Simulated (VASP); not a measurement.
Write the native input for VASP 6.6.1 that does the following.

| Quantity | Value |
| --- | --- |
| Task | density of states |
| Functional | PBE |
| Potentials or basis | VASP PAW PBE potentials, release 64 (Be, Se) |
| Cutoff | 520 eV |
| k mesh | 9 × 9 × 9 |
| Occupations | fermi-dirac, width 0.1 eV |
| Spin | no spin polarisation |
| Dipole correction | no |
| k mesh for the DOS | 14 × 14 × 14 |
| Occupations for the DOS | tetrahedron |
| Further INCAR settings | ALGO = Normal; EDIFF = 1e-07 |

The system is BeSe.

```
Be Se
1.0
     0.00000    2.52701    2.52701
     2.52701    0.00000    2.52701
     2.52701    2.52701    0.00000
Be Se
1 1
Cartesian
  0.0000 0.0000 0.0000
  1.2635 1.2635 1.2635
```

The input as run:

POSCAR

```
BeSe
1.0
    0.0000000000      2.5270120000      2.5270120000
    2.5270120000      0.0000000000      2.5270120000
    2.5270120000      2.5270120000      0.0000000000
Be Se
1 1
Direct
    0.0000000000      0.0000000000      0.0000000000
    0.2500000000      0.2500000000      0.2500000000
```

INCAR.step1

```
PREC = Accurate
ENCUT = 520
EDIFF = 1E-7
ISMEAR = -1
SIGMA = 0.1
LREAL = False
LASPH = True
NELM = 100
ALGO = Normal
ISIF = 2
LWAVE = False
LCHARG = True
GGA = PE
NBANDS = 11
```

KPOINTS.step1

```
regular mesh
0
Gamma
  9 9 9
```

INCAR.step2

```
PREC = Accurate
ENCUT = 520
EDIFF = 1E-7
ISMEAR = -5
SIGMA = 0.1
LREAL = False
LASPH = True
NELM = 100
ALGO = Normal
ISIF = 2
LWAVE = False
LCHARG = False
GGA = PE
LORBIT = 11
NEDOS = 2001
ICHARG = 11
```

KPOINTS.step2

```
regular mesh
0
Gamma
  14 14 14
```

Potentials or basis: VASP PAW PBE potentials, release 64 (Be, Se).

Command:

```bash
$ cat potpaw_PBE.64/Be/POTCAR potpaw_PBE.64/Se/POTCAR > POTCAR
$ cp INCAR.step1 INCAR
$ cp KPOINTS.step1 KPOINTS
$ mpirun -np 1 vasp_std > vasp.out
$ cp INCAR.step2 INCAR
$ cp KPOINTS.step2 KPOINTS
$ mpirun -np 1 vasp_std > vasp.out
```

Results of the run:

| Quantity | Value |
| --- | --- |
| Valence electrons inside the program's atomic spheres | Be 1.05; Se 4.02 |

Wall time 43 s on 1 thread of Intel(R) Xeon(R) Platinum 8375C CPU @ 2.90GHz (Ice Lake), on a shared host, peak memory 0.17 GiB.
